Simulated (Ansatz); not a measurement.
**How many bands does the GW gap of SiO2 (Stishovite) need?**

How do accuracy and time trade against each other in G0W0 on SiO2 (Stishovite)?

Program: Ansatz 0.2.0. Level of theory: G0W0 on PBE, plane waves, PAW. Results are calculated unless marked as measured.

## (1) Starting point

The structure is tetragonal, space group P4_2/mnm (No. 136). Conventional cell: a = 4.177 Å, b = 4.177 Å, c = 2.665 Å, α = 90.00°, β = 90.00°, γ = 90.00°. Nearest to Si lie 6 O at 1.76 to 1.81 Å. O has 3 Si at 1.76 to 1.81 Å nearest. Farther neighbours and most contacts between anions are not listed.

The cell and positions come from the Crystallography Open Database and are kept as given unless a step says otherwise. The default PAW set here is soft_2. Its files were made with PBE.

## (2) 60 empty bands, screening to 69 eV

Now the one-shot GW correction: screening in the RPA, then the self-energy of the levels asked for.

The input, input.yaml:

```yaml
crystal:
  lattice:
    - [4.1773, 0.0, 0.0]
    - [0.0, 4.1773, 0.0]
    - [0.0, 0.0, 2.6652]
  atoms:
    - { symbol: Si, position: [0.0, 0.0, 0.0] }
    - { symbol: Si, position: [0.5, 0.5, 0.5] }
    - { symbol: O, position: [0.3059, 0.3059, 0.0] }
    - { symbol: O, position: [0.1941, 0.8059, 0.5] }
    - { symbol: O, position: [0.6941, 0.6941, 0.0] }
    - { symbol: O, position: [0.8059, 0.1941, 0.5] }
kpoints:
  mp_grid: { grid: [4, 4, 6] }
hamiltonian:
  xc: pbe
scf:
  occupations: { method: fixed }
gw:
  n_empty_bands: 60
  ecut_chi: 69
  qp_bands: [v2, c2]
  qp_kpoints: band_edges
  screening: { model: contour_deformation }
```

Launch:

```sh
$ ansatz run input.yaml --threads 3 --pin off --max-ram 92160MiB --backend cuda --events-out ev --progress --plain --runs-dir out --devices 1 --max-vram 13GiB
```

Numbers of over 12 decimals in the logs are rounded to 6 here.

Output:

```text
GPUs: using 1 of 1 available (devices: 1).
Engine: ansatz 0.2.0, x86_64-unknown-linux-gnu
Pseudopotentials: kind: paw
Pseudopotential: Si, paw, valence charge 4, recommended cutoff 420 eV (normal), Si.paw.azcp
Pseudopotential: O, paw, valence charge 6, recommended cutoff 420 eV (normal), O.paw.azcp
Functional definition: PBE
  parameter kappa = 0.804
  parameter beta = 0.066725
  exchange = pbe_x(kappa = kappa, mu = beta*pi^2/3)
  correlation = pbe_c(beta = beta)
device memory: the entry about to start is reckoned to put 0.6 GiB on a device that reports 48.8 GiB free (of which the cap on the GPU budget leaves the run 13.0 GiB)
GPU FFT provider: cuFFT
GPU libraries: cuBLAS 13.8.2, cuFFT 12.4.0, cuSOLVER 12.3.4
Crystal: 6 atoms, lattice volume = 46.507 Å³
Basis set: ecut = 420 eV, 913 PW (Γ)
Bands: 22, of which v1, the nominal top of the filled ones, is band 16 counted from 1 (15 counted from 0)
Symmetry: 16 space group operations
Space group: P42/mnm (ITA 136), of the structure as read, at distance tolerance 3.6e-5 Å
k-points: 24 of 96
Non-local potential: Si, projectors of the file, l = 0: 2, l = 1: 2, l = 2: 2
Non-local potential: O, projectors of the file, l = 0: 2, l = 1: 2, l = 2: 1
PAW form: soft (Blöchl's): semilocal exchange-correlation on the pseudo side does not see the compensation charge
PAW one-centre angular grid: Si, 110 points (default); XC on 64 Gauss nodes
PAW one-centre angular grid: O, 110 points (default); XC on 64 Gauss nodes
Initial density: superposition of atomic densities (neutral atoms: chi_scale 0, normalization atom), corrected by the library's trained network
Initial wavefunctions: pseudopotential atomic-orbital guess
GPU buffer pool allocated for 16200 grid points (all kernels)
GPU transforms: local potential and band sums: pruned to the plane-wave sphere, on 27×27×18
Functional: x = pbe(κ = 0.804, μ = 0.219515), c = pbe(β = 0.066725)
SCF iter   1: F=—  HF=-3546.960165 eV  |F-HF|=—  |Δ(HF+E_count)|=         —  Δρ=3.22e-3  dr2=1.73e-3  ethr=1.77e-3  ⟨swp⟩=4.2  Hψ=2502  notcnv=0  defer=94
preconditioner: auto → none  [insulator: Δε(μ)=5.641 eV  Ē_g=18.848 eV  n_scr=10 (ndim 8)  ℏωp=30.8 eV  f_vac=0.000  ε∞_Penn≈3.7]
SCF iter   2: F=—  HF=-3546.960659 eV  |F-HF|=—  |Δ(HF+E_count)|=   4.95e-4  Δρ=1.43e-3  dr2=2.61e-4  ethr=5.39e-6  ⟨swp⟩=2.4  Hψ=1140  notcnv=0  defer=96
SCF iter   3: F=—  HF=-3546.960780 eV  |F-HF|=—  |Δ(HF+E_count)|=   1.20e-4  Δρ=6.03e-4  dr2=4.34e-5  ethr=8.16e-7  ⟨swp⟩=2.1  Hψ=794  notcnv=0  defer=96
SCF iter   4: F=—  HF=-3546.960824 eV  |F-HF|=—  |Δ(HF+E_count)|=   4.47e-5  Δρ=6.15e-5  dr2=5.07e-7  ethr=1.36e-7  ⟨swp⟩=2.0  Hψ=863  notcnv=0  defer=88
iter 5 did not close the SCF: its close was put off for the readings that it lacked (scf_convergence_deferred on its scf_iter line)
SCF iter   5: F=-3546.960825 eV  HF=-3546.960825 eV  |F-HF|=1.21e-8  |Δ(HF+E_count)|=   9.10e-7  Δρ=8.42e-6  dr2=1.11e-8  ethr=1.58e-9  ⟨swp⟩=2.1  Hψ=836  notcnv=0  defer=89
SCF iter   6: F=-3546.960825 eV  HF=-3546.960825 eV  |F-HF|=1.62e-10  |Δ(HF+E_count)|=   1.57e-8  Δρ=8.61e-7  dr2=1.01e-10  ethr=3.47e-11  ⟨swp⟩=6.9  Hψ=2369  notcnv=0
SCF 1 converged in 6 iterations: F = -3546.960825 eV  dr2 = 1.01e-10
  greatest PAW one-centre occupation: 0.861 electrons in one spin orbital (limit 2), on the O atom at site 5 (counted from 0), in its partial waves of l = 0
device memory: the entry about to start is reckoned to put 0.6 GiB on a device that reports 46.5 GiB free (of which the cap on the GPU budget leaves the run 13.0 GiB)
NSCF: frozen V_eff on 24 k-points, pencils in batches of 32, up to order 88
the band table was solved once the SCF had ended and its energy, with any forces and stress, was formed, with the checks that follow a solve (2535 applications of the Hamiltonian). They found nothing against the state; the energy, forces and stress were not computed again (output.eigenvalues in the input reference)
device memory: the entry about to start is reckoned to put 1.4 GiB on a device that reports 47.9 GiB free (of which the cap on the GPU budget leaves the run 13.0 GiB)
NSCF: frozen V_eff on 24 k-points, pencils in batches of 32, up to order 324
G₀W₀ screening: q 1/24
[... further progress lines ...]
SCF converged after 6 iterations
Free energy (F): -3546.960825 eV
Harris-Foulkes:  -3546.960825 eV  (|F-HF|=1.62e-10)
Internal energy: -3546.960825 eV  (E = F + TS)
E sigma→0 (E₀):  -3546.960825 eV
Fermi energy:    10.614220 eV
--- Per-component energies (eV) ---
  E_band       = 67.134350
  E_kinetic    = 816.382400
  E_local      = -1217.962857  (includes V_loc(G=0)·N_el)
  E_nonlocal   = 236.765259
  E_hartree    = 432.623917
  E_xc         = -412.517689
  E_vxc        = -480.379695  (∫ρ·V_xc dr)
  E_paw        = -1662.071439  (= ΣΔE_a)
  E_vpaw       = -152.928590  (= ΣTr[D̂ρ^β])
  E_aug_tail   = 0.010138  (compensation charges beyond the density's cutoff)
  E_ewald      = -1740.190554
  E_smearing   = -0.000000  (= −TS)
  E_closure    = -0.000000  (closes the sum)
  Σ components = -3546.960825   (vs F -3546.960825, Δ=0.00e0)
--- Band table (eV; the first three rows and the last of 24) ---
  k-point 0: bands = [... 12 lower, 8.1107, 9.7315, 9.7315, 10.6142, 16.2519, 17.3547, 19.1612, 19.1612, ... 2 higher]
  k-point 1: bands = [... 12 lower, 6.9801, 9.4549, 9.4549, 10.2726, 17.3957, 19.1473, 20.6371, 20.6371, ... 2 higher]
  k-point 2: bands = [... 12 lower, 5.8998, 8.6345, 8.6345, 9.1846, 18.6231, 20.9933, 21.4511, 22.9801, ... 2 higher]
  k-point 23: bands = [... 12 lower, 8.8528, 8.8528, 9.0545, 9.0545, 17.8307, 17.8307, 21.6732, 21.6732, ... 2 higher]
--- G₀W₀: contour deformation, 5 samples at zero and on the imaginary axis and 2 off it, 96 q-points, 60 empty bands' worth ---
  eigenvalues of the whole cell's RPA ε∞ on this k-mesh (on a slab, of 1 + 4πα/V) = 3.2742, 3.2742, 3.4442; static W/v taken at q = 0 is 0.300020
  gw.qp_kpoints: band_edges: 5 of 24 stored k-points solved, in 1 pass; an edge of the gap read off the rows below is read off those points alone
    valence top: of the k-points left out ik 5 came nearest to being solved in a further pass, in band 16 (counted from 1, as in the quasiparticle table): it holds the edge there only if its correction is more favourable than any solved in that band by at least 0.597 eV; those differ by 0.385 eV
    conduction bottom: of the k-points left out ik 12 came nearest to being solved in a further pass, in band 17 (counted from 1, as in the quasiparticle table): it holds the edge there only if its correction is more favourable than any solved in that band by at least 1.176 eV; those differ by 0.271 eV
    ik  band        ε_KS         Σx   Σc(E_QP)       V_xc       Z   E_QP_lin       E_QP  E_QP is
     0    15      9.7315   -27.7896     4.8947   -22.0646  0.8221     8.8973     8.9013  root
     0    16     10.6142   -28.2681     5.1340   -22.2747  0.8201     9.7504     9.7547  root
     0    17     16.2519   -13.8161    -4.1917   -19.8111  0.8536    18.0695    18.0552  root
     0    18     17.3547    -7.7363    -4.2175   -13.5785  0.8649    18.9909    18.9794  root
     1    15      9.4549   -27.5872     4.9360   -21.7615  0.8210     8.5605     8.5652  root
     1    16     10.2726   -27.9537     5.1574   -21.8615  0.8193     9.3324     9.3377  root
     1    17     17.3957   -14.1527    -4.1983   -20.4250  0.8481    19.4900    19.4696  root
     1    18     19.1473    -9.3134    -4.3768   -15.6869  0.8537    21.1644    21.1441  root
     4    15      9.6285   -27.7132     4.9381   -21.9068  0.8212     8.7558     8.7603  root
     4    16     10.1537   -27.7899     5.0854   -21.7703  0.8196     9.2142     9.2195  root
     4    17     17.1363   -13.8625    -4.1570   -19.9676  0.8500    19.1019    19.0844  root
     4    18     17.8764    -8.3073    -4.2715   -14.3032  0.8616    19.6144    19.6008  root
    20    15      8.3296   -26.6605     5.3091   -20.1065  0.8122     7.0736     7.0847  root
    20    16      8.3296   -26.6605     5.3091   -20.1065  0.8122     7.0736     7.0847  root
    20    17     18.0771   -10.9655    -4.4130   -17.3756  0.8530    20.0940    20.0742  root
    20    18     18.0771   -10.9655    -4.4130   -17.3756  0.8530    20.0940    20.0742  root
    23    15      9.0545   -27.4394     5.2921   -21.0266  0.8147     7.9254     7.9338  root
    23    16      9.0545   -27.4394     5.2921   -21.0266  0.8147     7.9254     7.9338  root
    23    17     17.8307   -11.7729    -4.2426   -18.0596  0.8541    19.8943    19.8748  root
    23    18     17.8307   -11.7729    -4.2426   -18.0596  0.8541    19.8943    19.8748  root
```

Run time: 12 s. Hardware: 1 × NVIDIA H100 80GB HBM3 (shared by 6 runs) with 3 threads of AMD EPYC 7R13 (Zen 3), shared host; peak memory 0.99 GiB; 11 s of CPU time.

In the SCF lines HF is the Harris–Foulkes energy and dr2 the Hartree energy of the density residual, in eV; the loop may stop once dr2 is under the threshold and the program's other checks hold. Hψ counts applications of the Hamiltonian.

This step gave:

| Property | Result |
| --- | --- |
| bands summed | 76 |
| RPA ε∞ on this mesh (eigenvalues) | 3.274, 3.274, 3.444 |
| plane waves in the screening matrix | 67 |
| q-points in the mesh | 96 |
| G0W0 gap on the mesh | 8.301 eV |
| k of the valence top | 0, 0, 0 |
| k of the conduction bottom | 0, 0, 0 |
| starting gap on the mesh | 5.638 eV |
| Z at the valence top | 0.8201 |
| Z at the conduction bottom | 0.8536 |
| least direct G0W0 gap on the computed points | 8.301 eV |

The gap on the mesh goes from 5.64 eV to 8.30 eV, a correction of +2.66 eV. Between the two edge states, bare exchange in place of the xc potential would open the gap by 11.99 eV, and correlation takes back 9.33 eV.

## (3) 171 empty bands, screening to 138 eV

Another rung: the empty bands reach about as high as the screening cutoff, so the two stay in balance.

input.yaml, as its differences from that of step 2:

```diff
@@ -19,4 +19,4 @@
 gw:
-  n_empty_bands: 60
-  ecut_chi: 69
+  n_empty_bands: 171
+  ecut_chi: 138
   qp_bands: [v2, c2]
```

Output:

```text
GPUs: using 1 of 1 available (devices: 1).
[...]
GPU FFT provider: cuFFT
GPU libraries: cuBLAS 13.8.2, cuFFT 12.4.0, cuSOLVER 12.3.4
Crystal: 6 atoms, lattice volume = 46.507 Å³
Basis set: ecut = 420 eV, 913 PW (Γ)
Bands: 22, of which v1, the nominal top of the filled ones, is band 16 counted from 1 (15 counted from 0)
Symmetry: 16 space group operations
[...]
k-points: 24 of 96
[...]
GPU buffer pool allocated for 16200 grid points (all kernels)
[...]
SCF iter   1: F=—  HF=-3546.960165 eV  |F-HF|=—  |Δ(HF+E_count)|=         —  Δρ=3.22e-3  dr2=1.73e-3  ethr=1.77e-3  ⟨swp⟩=4.2  Hψ=2502  notcnv=0  defer=94
[...]
SCF iter   6: F=-3546.960825 eV  HF=-3546.960825 eV  |F-HF|=1.62e-10  |Δ(HF+E_count)|=   1.57e-8  Δρ=8.61e-7  dr2=1.01e-10  ethr=3.47e-11  ⟨swp⟩=6.9  Hψ=2369  notcnv=0
SCF 1 converged in 6 iterations: F = -3546.960825 eV  dr2 = 1.01e-10
[...]
NSCF: frozen V_eff on 24 k-points, pencils in batches of 32, up to order 88
[...]
NSCF: frozen V_eff on 24 k-points
G₀W₀ screening: q 1/24
[... further progress lines ...]
SCF converged after 6 iterations
Free energy (F): -3546.960825 eV
[...]
Internal energy: -3546.960825 eV  (E = F + TS)
E sigma→0 (E₀):  -3546.960825 eV
Fermi energy:    10.614220 eV
[...]
--- Band table (eV; the first three rows and the last of 24) ---
  k-point 0: bands = [... 12 lower, 8.1107, 9.7315, 9.7315, 10.6142, 16.2519, 17.3547, 19.1612, 19.1612, ... 2 higher]
  k-point 1: bands = [... 12 lower, 6.9801, 9.4549, 9.4549, 10.2726, 17.3957, 19.1473, 20.6371, 20.6371, ... 2 higher]
  k-point 2: bands = [... 12 lower, 5.8998, 8.6345, 8.6345, 9.1846, 18.6231, 20.9933, 21.4511, 22.9801, ... 2 higher]
  k-point 23: bands = [... 12 lower, 8.8528, 8.8528, 9.0545, 9.0545, 17.8307, 17.8307, 21.6732, 21.6732, ... 2 higher]
[...]
bands read: the sum over 187 bands ends inside a degenerate multiplet in 15 slots, whose members it reads at an even weight; the widest, k=0: bands 187 to 188 (counted from 1) at 1/2 each
[...]
0    15      9.7315   -27.7896     4.4810   -22.0646  0.8151     8.4787     8.4875  root
     0    16     10.6142   -28.2681     4.7539   -22.2747  0.8126     9.3657     9.3747  root
     0    17     16.2519   -13.8161    -4.3817   -19.8111  0.8465    17.8759    17.8652  root
     0    18     17.3547    -7.7363    -4.5612   -13.5785  0.8622    18.6426    18.6357  root
     1    15      9.4549   -27.5872     4.5333   -21.7615  0.8143     8.1528     8.1625  root
     1    16     10.2726   -27.9537     4.7895   -21.8615  0.8121     8.9596     8.9698  root
     1    17     17.3957   -14.1527    -4.4869   -20.4250  0.8409    19.1953    19.1811  root
     1    18     19.1473    -9.3134    -4.7860   -15.6869  0.8494    20.7472    20.7348  root
[...]
23    15      9.0545   -27.4394     4.9597   -21.0266  0.8084     7.5874     7.6014  root
    23    16      9.0545   -27.4394     4.9597   -21.0266  0.8084     7.5874     7.6014  root
    23    17     17.8307   -11.7729    -4.5939   -18.0596  0.8488    19.5362    19.5235  root
    23    18     17.8307   -11.7729    -4.5939   -18.0596  0.8488    19.5362    19.5235  root
```

Run time: 12 s. Hardware: 1 × NVIDIA H100 80GB HBM3 (shared by 6 runs) with 3 threads; peak memory 1.2 GiB; 13 s of CPU time.

Numbers from this step:

- bands summed: 187
- RPA ε∞ on this mesh (eigenvalues): 3.230, 3.230, 3.388
- plane waves in the screening matrix: 181
- q-points in the mesh: 96
- G0W0 gap on the mesh: 8.491 eV
- k of the valence top: 0, 0, 0
- k of the conduction bottom: 0, 0, 0
- starting gap on the mesh: 5.638 eV
- Z at the valence top: 0.8126
- Z at the conduction bottom: 0.8465
- least direct G0W0 gap on the computed points: 8.491 eV

Against the run with 4×4×6 mesh, 60 empty bands, screening to 69 eV, the gap moves by +0.19 eV.

## (4) 368 empty bands, screening to 230 eV

input.yaml, as its differences from that of step 3:

```diff
@@ -19,4 +19,4 @@
 gw:
-  n_empty_bands: 171
-  ecut_chi: 138
+  n_empty_bands: 368
+  ecut_chi: 230.0
   qp_bands: [v2, c2]
```

Output:

```text
GPUs: using 1 of 1 available (devices: 1).
[...]
GPU FFT provider: cuFFT
GPU libraries: cuBLAS 13.8.2, cuFFT 12.4.0, cuSOLVER 12.3.4
Crystal: 6 atoms, lattice volume = 46.507 Å³
Basis set: ecut = 420 eV, 913 PW (Γ)
Bands: 22, of which v1, the nominal top of the filled ones, is band 16 counted from 1 (15 counted from 0)
Symmetry: 16 space group operations
[...]
k-points: 24 of 96
[...]
1    18     19.1473    -9.3134    -4.9429   -15.6869  0.8487    20.5877    20.5779  root
[...]
23    15      9.0545   -27.4394     4.6955   -21.0266  0.8055     7.3174     7.3372  root
    23    16      9.0545   -27.4394     4.6955   -21.0266  0.8055     7.3174     7.3372  root
    23    17     17.8307   -11.7729    -4.7650   -18.0596  0.8474    19.3624    19.3524  root
    23    18     17.8307   -11.7729    -4.7650   -18.0596  0.8474    19.3624    19.3524  root
[key lines of the parts left out:]
SCF converged after 6 iterations
Free energy (F): -3546.960825 eV
Fermi energy:    10.614220 eV
```

The job ended after 19 s (1 × NVIDIA H100 80GB HBM3 (shared by 6 runs) with 3 threads; peak memory 1.7 GiB).

This step gave:

- bands summed: 384
- RPA ε∞ on this mesh (eigenvalues): 3.218, 3.218, 3.383
- plane waves in the screening matrix: 351
- G0W0 gap on the mesh: 8.612 eV
- k of the valence top: 0, 0, 0
- k of the conduction bottom: 0, 0, 0
- starting gap on the mesh: 5.638 eV
- least direct G0W0 gap on the computed points: 8.612 eV

Against the run with 4×4×6 mesh, 171 empty bands, screening to 138 eV, the gap moves by +0.12 eV.

## (5) Changing the k mesh: 4×4×4 mesh, 171 empty bands, screening to 138 eV

Only the mesh changes. It samples the long-range screening, which converges on its own terms. Bands and cutoff differ from the step before, so it is read against an earlier run that matches them.

input.yaml, as its differences from that of step 4:

```diff
@@ -13,3 +13,3 @@
 kpoints:
-  mp_grid: { grid: [4, 4, 6] }
+  mp_grid: { grid: [4, 4, 4] }
 hamiltonian:
@@ -19,4 +19,4 @@
 gw:
-  n_empty_bands: 368
-  ecut_chi: 230.0
+  n_empty_bands: 171
+  ecut_chi: 138
   qp_bands: [v2, c2]
```

Output:

```text
GPUs: using 1 of 1 available (devices: 1).
[...]
GPU FFT provider: cuFFT
GPU libraries: cuBLAS 13.8.2, cuFFT 12.4.0, cuSOLVER 12.3.4
Crystal: 6 atoms, lattice volume = 46.507 Å³
Basis set: ecut = 420 eV, 913 PW (Γ)
Bands: 22, of which v1, the nominal top of the filled ones, is band 16 counted from 1 (15 counted from 0)
Symmetry: 16 space group operations
[...]
k-points: 18 of 64
[...]
3    18     17.8774    -8.2520    -4.6722   -14.2999  0.8574    19.2617    19.2532  root
[...]
17    15      9.0568   -27.4391     4.9639   -21.0257  0.8082     7.5935     7.6074  root
    17    16      9.0568   -27.4391     4.9639   -21.0257  0.8082     7.5935     7.6074  root
    17    17     17.8317   -11.7746    -4.5981   -18.0600  0.8485    19.5317    19.5190  root
    17    18     17.8317   -11.7746    -4.5981   -18.0600  0.8485    19.5317    19.5190  root
[key lines of the parts left out:]
SCF converged after 6 iterations
Free energy (F): -3546.946987 eV
Fermi energy:    10.616803 eV
```

The job ended after 8.9 s (1 × NVIDIA H100 80GB HBM3 (shared by 6 runs) with 3 threads; peak memory 1.1 GiB; 12 s of CPU time).

This step gave:

```yaml
bands_summed: 187
rpa_eps_infinity_on_this_mesh_eigenvalues: 3.235, 3.235, 3.470
plane_waves_in_the_screening_matrix: 181
g0w0_gap_on_the_mesh: 8.484 eV
k_of_the_valence_top: 0, 0, 0
k_of_the_conduction_bottom: 0, 0, 0
starting_gap_on_the_mesh: 5.636 eV
least_direct_g0w0_gap_on_the_computed_points: 8.484 eV
```

Against the run with 4×4×6 mesh, 171 empty bands, screening to 138 eV, the gap moves by −0.006 eV.

(Continued in part 2 of 2.)

[Paths, hosts, dates, memory and timing lines, banners, echoed tables and standing remarks are left out of the program output.]

[Logs are printed without paths, hosts, clocks, repeated set-up lines and the standing remarks that a program may print on its own settings, such as how far it seeks lower states.]

[Runs of the session that timed out or met a known fault of the program may be left out.]

[Cells called generated may have been cut or substituted from an entry of the Crystallography Open Database or the Materials Project.]

[Hosts, paths, dates, database ids (printed as entryN), source tags and the programs' standing remarks are cut or masked in the printed files.]
